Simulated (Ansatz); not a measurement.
# LiCl: input, output and frames of a trajectory

Method: Ansatz, DFT PBEsol, scalar-relativistic, plane waves, PAW. Cutoff 420 eV, shifted (0.5, 0.5, 0.5 steps) 2×2×2 k-points, Fermi–Dirac smearing of 0.069 eV. The mesh is coarse. No spin polarisation.

16 atoms, starting at 1.02 times the perfect crystal's volume (space group Fm-3m, the cell as given, not relaxed at this level); Langevin thermostat and barostat at 800 K (friction 0.005 fs⁻¹), target pressure 0 GPa; 46 steps of 3 fs. The run is short and not equilibrated. The steps keep the starting cell's plane waves. The time step is on the long side.

The run converged.

Command:
```bash
ansatz run input.yaml --threads 4 --pin off --max-ram 5120MiB --backend cpu --events-out ev --progress --plain --runs-dir out
```

Input:
```yaml
crystal:
  lattice:
    - [-5.1634913211, -5.1634913211, 0.0]
    - [0.0, -5.1634913211, 5.1634913211]
    - [-5.1634913211, 0.0, 5.1634913211]
  atoms:
    - { symbol: Li, position: [0.5, 0.0, 0.0] }
    - { symbol: Li, position: [0.0, 0.0, 0.0] }
    - { symbol: Li, position: [0.5, 0.5, 0.0] }
    - { symbol: Li, position: [0.0, 0.5, 0.0] }
    - { symbol: Li, position: [0.5, 0.0, 0.5] }
    - { symbol: Li, position: [0.0, 0.0, 0.5] }
    - { symbol: Li, position: [0.5, 0.5, 0.5] }
    - { symbol: Li, position: [0.0, 0.5, 0.5] }
    - { symbol: Cl, position: [0.75, 0.25, 0.25] }
    - { symbol: Cl, position: [0.25, 0.25, 0.25] }
    - { symbol: Cl, position: [0.75, 0.75, 0.25] }
    - { symbol: Cl, position: [0.25, 0.75, 0.25] }
    - { symbol: Cl, position: [0.75, 0.25, 0.75] }
    - { symbol: Cl, position: [0.25, 0.25, 0.75] }
    - { symbol: Cl, position: [0.75, 0.75, 0.75] }
    - { symbol: Cl, position: [0.25, 0.75, 0.75] }
basis:
  ecutwfc: 420
kpoints:
  mp_grid: { grid: [2, 2, 2], shift: [0.5, 0.5, 0.5] }
hamiltonian:
  xc: pbesol
scf:
  occupations: { method: fermi_dirac, width: 0.0689 }
  lower_state_search: "off"
  convergence: { dr2_threshold: 1.0e-07 }
output:
  forces: true
  stress: true
md:
  timestep: 3.0
  n_steps: 46
  ensemble: npt_langevin
  temperature: 800.0
  initial_velocities: maxwell_boltzmann
  seed: 1953
  friction: 0.005
  pressure: 0.0
```

Output (its end):
```
...
--- Per-component energies (eV) ---
  E_band       = -837.799296
  E_kinetic    = 1466.261983
  E_local      = -2724.845160  (includes V_loc(G=0)·N_el)
  E_nonlocal   = -33.401942
  E_hartree    = 807.026614
  E_xc         = -936.804914
  E_vxc        = -1086.694296  (∫ρ·V_xc dr)
  E_paw        = -5292.097168  (= ΣΔE_a)
  E_vpaw       = -73.174219  (= ΣTr[D̂ρ^β])
  E_aug_tail   = 0.000867  (compensation charges beyond the density's cutoff)
  E_ewald      = -3425.540585
  E_core_change = 0.627457  (= ΣΔE_core)
  E_smearing   = -0.000000  (= −TS)
  E_closure    = -0.000000  (closes the sum)
  Σ components = -10138.772849   (vs F -10138.772849, Δ=0.00e0)
--- Forces (eV/Å), atoms counted from 1 ---
  atom   1  Li    -0.22420292     0.03956161    -0.63766409
  atom   2  Li    -0.03589196     0.09102605     0.19547047
  atom   3  Li    -0.37269418    -0.61140910    -0.03565677
  atom   4  Li     0.45978419     0.35316268     0.10288687
  atom   5  Li    -0.22766004    -0.07378746    -0.03090879
  atom   6  Li     0.31450578     0.31853231     0.08466284
  atom   7  Li    -0.07331247     0.34735398    -0.00606201
  atom   8  Li     0.17670745     0.86683413     0.27923033
  atom   9  Cl    -0.07528880     0.12152260    -0.06873885
  atom  10  Cl    -0.09047346    -0.35247498     0.00483330
  atom  11  Cl     0.45233764    -0.36575685    -0.16439117
  atom  12  Cl    -0.24354777    -0.70399167     0.13411556
  atom  13  Cl     0.25536721     0.93346854    -0.08095470
  atom  14  Cl    -0.39164295    -0.50163837     0.15249572
  atom  15  Cl    -0.07266900    -0.59032034     0.33580721
  atom  16  Cl     0.14867660     0.12793439    -0.26512247
  max |Σ_I F_I| component: 1.75e-5 eV/Å
--- Stress (GPa, compression-positive) ---
       -0.528438      -0.082992      -0.023641
       -0.082991       0.610830      -0.022494
       -0.023641      -0.022494      -0.890617
  P = ⅓ Tr σ = -0.2694 GPa (-2.694 kbar)
--- MD trajectory: 46 steps, t = 0.0 → 138.0 fs ---
  final state: T = 589.5 K   F+E_penalty+E_count = -10138.77284995 eV   E_kin = 1.219267 eV
  conserved energy: peak-to-peak 4.641e-3 eV (2.901e-4 eV/atom) over 138.0 fs
  cell: V = 277.7734 Å³ at the end; means of 47 rows, the approach among them: V = 276.4699 Å³, P_inst = 0.0031 GPa
  mean static stress (GPa): xx -0.3095  yy -0.3461  zz -0.5625  yz 0.0171  xz -0.0116  xy -0.0260
  the result is of one more SCF, on plane waves selected at the last cell: its energy does not rank with the rows'
```

Frames along the run (Å, eV/Å; dE is the potential energy from the first frame):

```xyz
16
Lattice="-5.163 -5.163 0.000 0.000 -5.163 5.163 -5.163 0.000 5.163" Properties=species:S:1:pos:R:3:forces:R:3 pbc="T T T" time_fs=0.00 dE_eV=0.0000 T_K=750
Li   -2.582   -2.582    0.000    0.000    0.000    0.000
Li    0.000    0.000    0.000    0.000    0.000    0.000
Li   -2.582   -5.163    2.582    0.000    0.000    0.000
Li    0.000   -2.582    2.582    0.000    0.000    0.000
Li   -5.163   -2.582    2.582    0.000    0.000    0.000
Li   -2.582    0.000    2.582    0.000    0.000    0.000
Li   -5.163   -5.163    5.163    0.000    0.000    0.000
Li   -2.582   -2.582    5.163    0.000    0.000    0.000
Cl   -5.163   -5.163    2.582    0.000    0.000    0.000
Cl   -2.582   -2.582    2.582    0.000    0.000    0.000
Cl   -5.163   -7.745    5.163    0.000    0.000    0.000
Cl   -2.582   -5.163    5.163    0.000    0.000    0.000
Cl   -7.745   -5.163    5.163    0.000    0.000    0.000
Cl   -5.163   -2.582    5.163    0.000    0.000    0.000
Cl   -7.745   -7.745    7.745    0.000    0.000    0.000
Cl   -5.163   -5.163    7.745    0.000    0.000    0.000
16
Lattice="-5.164 -5.164 0.000 0.000 -5.164 5.164 -5.164 0.000 5.164" Properties=species:S:1:pos:R:3:forces:R:3 pbc="T T T" time_fs=12.00 dE_eV=0.3222 T_K=582
Li   -2.586   -2.538   -0.094   -0.239   -0.161    0.210
Li   -0.093   -0.085    0.054    0.132    0.337   -0.141
Li   -2.687   -5.129    2.546    0.214    0.106   -0.073
Li    0.208   -2.528    2.419   -0.441   -0.123    0.334
Li   -5.135   -2.520    2.553    0.068    0.054   -0.265
Li   -2.658    0.124    2.653    0.001   -0.313    0.032
Li   -4.990   -5.109    5.029   -0.307   -0.302    0.235
Li   -2.854   -2.576    5.017    0.599    0.093   -0.036
Cl   -5.164   -5.093    2.603    0.026   -0.173   -0.130
Cl   -2.524   -2.594    2.541   -0.080    0.047    0.170
Cl   -5.137   -7.738    5.195   -0.102   -0.023   -0.070
Cl   -2.602   -5.234    5.177    0.170    0.202   -0.132
Cl   -7.736   -5.109    5.196   -0.106   -0.255   -0.032
Cl   -5.171   -2.612    5.130   -0.073    0.150   -0.020
Cl   -7.811   -7.852    7.787    0.278    0.427   -0.214
Cl   -5.121   -5.161    7.705   -0.140   -0.067    0.132
16
Lattice="-5.164 -5.164 0.000 0.000 -5.164 5.164 -5.164 0.000 5.164" Properties=species:S:1:pos:R:3:forces:R:3 pbc="T T T" time_fs=21.00 dE_eV=0.7464 T_K=369
Li   -2.646   -2.501   -0.154   -0.256   -0.265    0.343
Li   -0.154   -0.094    0.111    0.178    0.427   -0.187
Li   -2.732   -5.100    2.504    0.284    0.158   -0.064
Li    0.290   -2.516    2.320   -0.750   -0.122    0.413
Li   -5.111   -2.420    2.523    0.076   -0.040   -0.335
Li   -2.662    0.182    2.696    0.034   -0.638    0.037
Li   -4.932   -5.085    5.005   -0.442   -0.407    0.286
Li   -2.988   -2.560    4.911    0.987    0.137   -0.068
Cl   -5.152   -5.040    2.615    0.012   -0.297   -0.202
Cl   -2.481   -2.591    2.513   -0.122    0.045    0.263
Cl   -5.127   -7.733    5.216   -0.165   -0.027   -0.084
Cl   -2.614   -5.279    5.189    0.307    0.352   -0.226
Cl   -7.734   -5.076    5.210   -0.151   -0.414   -0.026
Cl   -5.187   -2.641    5.091   -0.264    0.284    0.025
Cl   -7.856   -7.926    7.818    0.577    0.883   -0.360
Cl   -5.065   -5.156    7.679   -0.305   -0.076    0.187
16
Lattice="-5.166 -5.166 0.000 0.000 -5.166 5.166 -5.166 0.000 5.166" Properties=species:S:1:pos:R:3:forces:R:3 pbc="T T T" time_fs=33.00 dE_eV=0.9556 T_K=408
Li   -2.788   -2.506   -0.177    0.058   -0.211    0.278
Li   -0.169   -0.020    0.170    0.117    0.278   -0.161
Li   -2.718   -5.052    2.471    0.191    0.068    0.047
Li    0.259   -2.527    2.273   -0.680   -0.054    0.258
Li   -5.062   -2.263    2.414   -0.013   -0.328   -0.060
Li   -2.662    0.181    2.726    0.206   -0.760   -0.033
Li   -4.956   -5.085    5.036   -0.308   -0.302    0.186
Li   -2.993   -2.481    4.774    0.673    0.081    0.174
Cl   -5.124   -4.993    2.620   -0.013   -0.416   -0.213
Cl   -2.430   -2.603    2.513   -0.106    0.110    0.171
Cl   -5.119   -7.728    5.240   -0.382   -0.025   -0.146
Cl   -2.609   -5.321    5.213    0.327    0.397   -0.315
Cl   -7.739   -5.055    5.230   -0.154   -0.557   -0.045
Cl   -5.219   -2.691    5.041   -0.020    0.506    0.068
Cl   -7.924   -8.006    7.848    0.712    1.331   -0.433
Cl   -4.990   -5.126    7.657   -0.609   -0.119    0.223
16
Lattice="-5.167 -5.167 0.000 0.000 -5.167 5.167 -5.167 0.000 5.167" Properties=species:S:1:pos:R:3:forces:R:3 pbc="T T T" time_fs=42.00 dE_eV=1.0782 T_K=365
Li   -2.900   -2.535   -0.114    0.516   -0.154   -0.062
Li   -0.161    0.066    0.194    0.071    0.066   -0.114
Li   -2.649   -5.025    2.490    0.046   -0.128    0.094
Li    0.119   -2.517    2.291   -0.142   -0.026    0.075
Li   -5.012   -2.198    2.315   -0.148   -0.408    0.382
Li   -2.632    0.136    2.737    0.297   -0.505   -0.094
Li   -4.993   -5.098    5.102   -0.174   -0.099    0.043
Li   -2.894   -2.414    4.673    0.120    0.016    0.625
Cl   -5.106   -4.974    2.620    0.007   -0.482   -0.186
Cl   -2.385   -2.608    2.505   -0.110    0.146   -0.015
Cl   -5.121   -7.731    5.267   -0.697   -0.029   -0.346
Cl   -2.602   -5.357    5.220    0.319    0.409   -0.352
Cl   -7.741   -5.053    5.243   -0.134   -0.619   -0.036
Cl   -5.245   -2.721    5.009    0.346    0.628    0.084
Cl   -7.970   -8.051    7.858    0.518    1.480   -0.350
Cl   -4.943   -5.095    7.645   -0.834   -0.293    0.254
16
Lattice="-5.170 -5.170 0.000 0.000 -5.170 5.170 -5.170 0.000 5.170" Properties=species:S:1:pos:R:3:forces:R:3 pbc="T T T" time_fs=54.00 dE_eV=1.2892 T_K=328
Li   -2.936   -2.608   -0.018    0.743   -0.056   -0.434
Li   -0.174    0.191    0.178    0.074   -0.207   -0.057
Li   -2.570   -5.057    2.557   -0.031   -0.333    0.084
Li   -0.075   -2.472    2.341    0.738   -0.034   -0.140
Li   -4.962   -2.190    2.316   -0.314   -0.305    0.600
Li   -2.485    0.001    2.741    0.073    0.255   -0.189
Li   -5.068   -5.102    5.201    0.010    0.056   -0.076
Li   -2.722   -2.357    4.636   -0.226   -0.058    0.984
Cl   -5.088   -4.977    2.623    0.011   -0.516   -0.169
Cl   -2.329   -2.600    2.483   -0.510    0.051   -0.018
Cl   -5.143   -7.758    5.288   -0.793    0.119   -0.374
Cl   -2.566   -5.414    5.243    0.182    0.440   -0.381
Cl   -7.750   -5.080    5.253   -0.064   -0.604   -0.006
Cl   -5.261   -2.752    4.973    0.532    0.671    0.111
Cl   -8.001   -8.057    7.865    0.425    1.122   -0.233
Cl   -4.915   -5.046    7.640   -0.851   -0.601    0.299
16
Lattice="-5.173 -5.173 0.000 0.000 -5.173 5.173 -5.173 0.000 5.173" Properties=species:S:1:pos:R:3:forces:R:3 pbc="T T T" time_fs=63.00 dE_eV=1.2404 T_K=352
Li   -2.863   -2.695   -0.040    0.442    0.113   -0.397
Li   -0.169    0.249    0.126    0.061   -0.302   -0.041
Li   -2.550   -5.119    2.616   -0.016   -0.313    0.084
Li   -0.144   -2.412    2.343    1.142   -0.061   -0.151
Li   -4.991   -2.214    2.380   -0.301   -0.212    0.444
Li   -2.350   -0.093    2.723   -0.157    0.505   -0.215
Li   -5.124   -5.060    5.271    0.105   -0.052   -0.115
Li   -2.644   -2.342    4.729   -0.181   -0.163    0.701
Cl   -5.083   -4.982    2.626    0.032   -0.527   -0.192
Cl   -2.297   -2.590    2.469   -0.934   -0.031    0.297
Cl   -5.170   -7.776    5.295   -0.485    0.286   -0.243
Cl   -2.533   -5.444    5.243    0.081    0.446   -0.356
Cl   -7.760   -5.111    5.266   -0.029   -0.543   -0.030
Cl   -5.269   -2.764    4.942    0.528    0.715    0.151
Cl   -8.007   -8.028    7.858    0.460    0.895   -0.253
Cl   -4.926   -5.004    7.655   -0.750   -0.754    0.316
16
Lattice="-5.175 -5.175 0.000 0.000 -5.175 5.175 -5.175 0.000 5.175" Properties=species:S:1:pos:R:3:forces:R:3 pbc="T T T" time_fs=75.00 dE_eV=0.9031 T_K=491
Li   -2.729   -2.765   -0.133    0.094    0.214   -0.004
Li   -0.123    0.251    0.149    0.058   -0.195   -0.149
Li   -2.524   -5.213    2.645    0.056   -0.088    0.083
Li   -0.059   -2.342    2.284    0.565   -0.195    0.027
Li   -5.070   -2.263    2.535   -0.094   -0.093   -0.017
Li   -2.201   -0.100    2.647   -0.470    0.264   -0.118
Li   -5.170   -5.008    5.349    0.124   -0.293   -0.120
Li   -2.563   -2.411    4.959   -0.025   -0.185    0.186
Cl   -5.069   -5.009    2.627    0.176   -0.408   -0.178
Cl   -2.286   -2.555    2.475   -0.703   -0.111    0.425
Cl   -5.231   -7.784    5.271   -0.100    0.310    0.065
Cl   -2.486   -5.457    5.236   -0.006    0.473   -0.309
Cl   -7.767   -5.176    5.279   -0.030   -0.298   -0.050
Cl   -5.270   -2.765    4.916    0.467    0.676    0.269
Cl   -7.984   -7.956    7.846    0.479    0.655   -0.405
Cl   -4.948   -4.978    7.679   -0.592   -0.725    0.296
16
Lattice="-5.176 -5.176 0.000 0.000 -5.176 5.176 -5.176 0.000 5.176" Properties=species:S:1:pos:R:3:forces:R:3 pbc="T T T" time_fs=84.00 dE_eV=0.7882 T_K=521
Li   -2.641   -2.795   -0.187   -0.030    0.230    0.326
Li   -0.076    0.212    0.181    0.057   -0.043   -0.258
Li   -2.512   -5.271    2.638    0.113    0.176    0.095
Li    0.083   -2.337    2.236   -0.166   -0.250    0.167
Li   -5.178   -2.327    2.640    0.146    0.024   -0.316
Li   -2.139   -0.056    2.574   -0.630   -0.083   -0.056
Li   -5.186   -5.010    5.385    0.107   -0.342   -0.122
Li   -2.493   -2.471    5.182   -0.042   -0.161   -0.154
Cl   -5.055   -5.034    2.619    0.262   -0.257   -0.089
Cl   -2.294   -2.531    2.484   -0.389   -0.109    0.311
Cl   -5.291   -7.780    5.252    0.209    0.204    0.196
Cl   -2.454   -5.435    5.231   -0.090    0.430   -0.280
Cl   -7.772   -5.224    5.281   -0.040   -0.072   -0.076
Cl   -5.266   -2.742    4.932    0.398    0.470    0.359
Cl   -7.954   -7.883    7.810    0.525    0.389   -0.358
Cl   -4.978   -4.983    7.700   -0.429   -0.606    0.256
16
Lattice="-5.173 -5.173 0.000 0.000 -5.173 5.173 -5.173 0.000 5.173" Properties=species:S:1:pos:R:3:forces:R:3 pbc="T T T" time_fs=96.00 dE_eV=0.8818 T_K=603
Li   -2.542   -2.791   -0.167   -0.073    0.206    0.510
Li    0.021    0.159    0.193   -0.011    0.036   -0.286
Li   -2.427   -5.315    2.549    0.053    0.499    0.182
Li    0.224   -2.375    2.174   -0.826   -0.159    0.240
Li   -5.267   -2.385    2.720    0.408    0.056   -0.552
Li   -2.169    0.029    2.500   -0.473   -0.419   -0.007
Li   -5.154   -5.125    5.366    0.100   -0.164   -0.142
Li   -2.406   -2.567    5.429   -0.304   -0.109   -0.620
Cl   -5.033   -5.060    2.608    0.121   -0.132    0.026
Cl   -2.332   -2.505    2.487   -0.181   -0.124    0.039
Cl   -5.363   -7.759    5.243    0.741    0.100    0.206
Cl   -2.414   -5.374    5.214   -0.196    0.351   -0.220
Cl   -7.776   -5.293    5.271    0.010    0.250   -0.171
Cl   -5.219   -2.673    4.948    0.245    0.045    0.489
Cl   -7.913   -7.768    7.741    0.619   -0.050    0.211
Cl   -5.018   -5.009    7.722   -0.233   -0.385    0.096
16
Lattice="-5.173 -5.173 0.000 0.000 -5.173 5.173 -5.173 0.000 5.173" Properties=species:S:1:pos:R:3:forces:R:3 pbc="T T T" time_fs=105.00 dE_eV=0.8637 T_K=688
Li   -2.498   -2.746   -0.061    0.024    0.149    0.375
Li    0.061    0.131    0.157   -0.015   -0.091   -0.146
Li   -2.300   -5.260    2.488   -0.189    0.472    0.205
Li    0.226   -2.460    2.192   -0.768   -0.016    0.159
Li   -5.303   -2.418    2.699    0.423   -0.066   -0.352
Li   -2.275    0.036    2.489   -0.173   -0.401    0.037
Li   -5.158   -5.319    5.312    0.103    0.111   -0.173
Li   -2.336   -2.651    5.516   -0.689   -0.105   -0.793
Cl   -5.029   -5.082    2.604   -0.094   -0.052    0.047
Cl   -2.373   -2.483    2.486   -0.099   -0.225   -0.102
Cl   -5.381   -7.755    5.245    1.142    0.008    0.087
Cl   -2.394   -5.327    5.198   -0.279    0.317   -0.120
Cl   -7.775   -5.369    5.252    0.088    0.544   -0.224
Cl   -5.171   -2.604    4.960    0.086   -0.151    0.434
Cl   -7.879   -7.676    7.712    0.473   -0.311    0.643
Cl   -5.050   -5.052    7.744   -0.034   -0.182   -0.077
16
Lattice="-5.173 -5.173 0.000 0.000 -5.173 5.173 -5.173 0.000 5.173" Properties=species:S:1:pos:R:3:forces:R:3 pbc="T T T" time_fs=117.00 dE_eV=0.8066 T_K=662
Li   -2.416   -2.643    0.125    0.097    0.062   -0.097
Li    0.097    0.076    0.031    0.031   -0.201    0.122
Li   -2.215   -5.116    2.468   -0.572    0.120    0.107
Li    0.155   -2.609    2.289   -0.281    0.226    0.021
Li   -5.283   -2.456    2.624    0.213   -0.244    0.000
Li   -2.453   -0.014    2.507    0.147   -0.130    0.093
Li   -5.171   -5.583    5.197    0.053    0.786   -0.251
Li   -2.368   -2.778    5.474   -0.618    0.012   -0.518
Cl   -5.033   -5.109    2.615   -0.223    0.000    0.018
Cl   -2.410   -2.482    2.483   -0.057   -0.305   -0.059
Cl   -5.355   -7.755    5.256    1.000   -0.589   -0.010
Cl   -2.376   -5.248    5.158   -0.357    0.137    0.053
Cl   -7.760   -5.480    5.219    0.164    0.860   -0.218
Cl   -5.106   -2.524    4.990   -0.112   -0.248    0.305
Cl   -7.827   -7.612    7.696    0.199   -0.464    0.665
Cl   -5.093   -5.099    7.775    0.316   -0.021   -0.230
16
Lattice="-5.173 -5.173 0.000 0.000 -5.173 5.173 -5.173 0.000 5.173" Properties=species:S:1:pos:R:3:forces:R:3 pbc="T T T" time_fs=126.00 dE_eV=0.8949 T_K=632
Li   -2.318   -2.532    0.233    0.024    0.034   -0.562
Li    0.139    0.018   -0.038    0.044   -0.111    0.237
Li   -2.213   -4.982    2.489   -0.702   -0.215    0.017
Li    0.062   -2.707    2.376    0.138    0.382    0.013
Li   -5.243   -2.519    2.573   -0.012   -0.266    0.091
Li   -2.575   -0.047    2.563    0.269    0.124    0.120
Li   -5.177   -5.667    5.097   -0.019    1.007   -0.297
Li   -2.489   -2.882    5.396   -0.213    0.368   -0.149
Cl   -5.027   -5.139    2.619   -0.207    0.059    0.027
Cl   -2.418   -2.464    2.480   -0.075   -0.370    0.133
Cl   -5.304   -7.775    5.269    0.643   -0.896   -0.043
Cl   -2.371   -5.180    5.127   -0.345   -0.185    0.126
Cl   -7.740   -5.548    5.190    0.200    0.973   -0.198
Cl   -5.059   -2.482    5.020   -0.241   -0.363    0.233
Cl   -7.783   -7.592    7.701    0.041   -0.565    0.521
Cl   -5.125   -5.129    7.783    0.455    0.026   -0.269
16
Lattice="-5.179 -5.179 0.000 0.000 -5.179 5.179 -5.179 0.000 5.179" Properties=species:S:1:pos:R:3:forces:R:3 pbc="T T T" time_fs=138.00 dE_eV=0.9862 T_K=590
Li   -2.170   -2.392    0.223   -0.224    0.040   -0.638
Li    0.238   -0.013   -0.080   -0.036    0.091    0.195
Li   -2.320   -4.837    2.540   -0.373   -0.611   -0.036
Li   -0.039   -2.771    2.489    0.460    0.353    0.103
Li   -5.196   -2.679    2.576   -0.228   -0.074   -0.031
Li   -2.723   -0.075    2.665    0.314    0.319    0.085
Li   -5.170   -5.630    4.946   -0.073    0.347   -0.006
Li   -2.674   -2.954    5.257    0.177    0.867    0.279
Cl   -5.036   -5.184    2.626   -0.075    0.122   -0.069
Cl   -2.433   -2.455    2.490   -0.090   -0.352    0.005
Cl   -5.230   -7.841    5.287    0.452   -0.366   -0.164
Cl   -2.380   -5.100    5.093   -0.244   -0.704    0.134
Cl   -7.716   -5.598    5.142    0.255    0.933   -0.081
Cl   -5.011   -2.442    5.070   -0.392   -0.502    0.152
Cl   -7.715   -7.592    7.750   -0.073   -0.590    0.336
Cl   -5.126   -5.172    7.779    0.149    0.128   -0.265
```